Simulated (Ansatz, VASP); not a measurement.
# Hf: VASP beside Ansatz

File INCAR:

```
SYSTEM = Hf
PREC = Accurate ; ENCUT = 520
EDIFF = 1E-6 ; ISMEAR = -1
SIGMA = 0.1 ; LREAL = .False.
LASPH = .True. ; NELM = 80
ALGO = Normal ; ISIF = 2
LWAVE = .False. ; LCHARG = .True.
GGA = CA ; LELF = .True.
LVHAR = .True. ; NBANDS = 11
```

KPOINTS

```
Automatic mesh
0
Gamma
  15 15 15
  0 0 0
```

The input POSCAR:

```
Hf
1.0
    2.3816859399      0.0000000000      0.0000000000
    0.0000000000      2.3816859399      0.0000000000
    0.0000000000      0.0000000000      2.3816859399
Hf
1
Direct
    0.0000000000      0.0000000000      0.0000000000
```

Input for Ansatz:

```yaml
crystal:
  lattice:
    - [2.3816859399, 0.0, 0.0]
    - [0.0, 2.3816859399, 0.0]
    - [0.0, 0.0, 2.3816859399]
  atoms:
    - { symbol: Hf, position: [0.0, 0.0, 0.0] }
kpoints:
  mp_grid: { grid: [15, 15, 15] }
scf:
  occupations: { method: fermi_dirac, width: 0.1 }
hamiltonian:
  xc: lda
  pseudopotentials: { kind: paw }
output:
  forces: true
  stress: true
  eigenvalues: true
  populations: true
```

Change from the starting cell: volume scaled by 0.6, PAW files.

Alike in both runs: task single point; functional LDA; k mesh 15 × 15 × 15; occupations fermi-dirac, width 0.1 eV; no spin polarisation.

```csv
,VASP,Ansatz
version,VASP 6.6.1,Ansatz 0.2.0
potentials or method,"VASP PAW LDA potentials, release 64 (Hf_pv)","PAW with Ansatz's default frozen-core files, scalar-relativistic"
plane-wave cutoff (eV),520,420
valence electrons in the cell,10,26
```

Ansatz gave:

- pressure (GPa): 122.2

What did VASP give for the same quantities?

Pressure (GPa): 120.1.

The two sets of potentials don't hold the same shells in valence.

Caveats: the cell as given lies far from equilibrium; so large a pressure means that the cell lies far from this level's equilibrium, or that cutoff or potentials fall short (VASP). Spin-orbit coupling is left out, which matters for the levels of Hf.
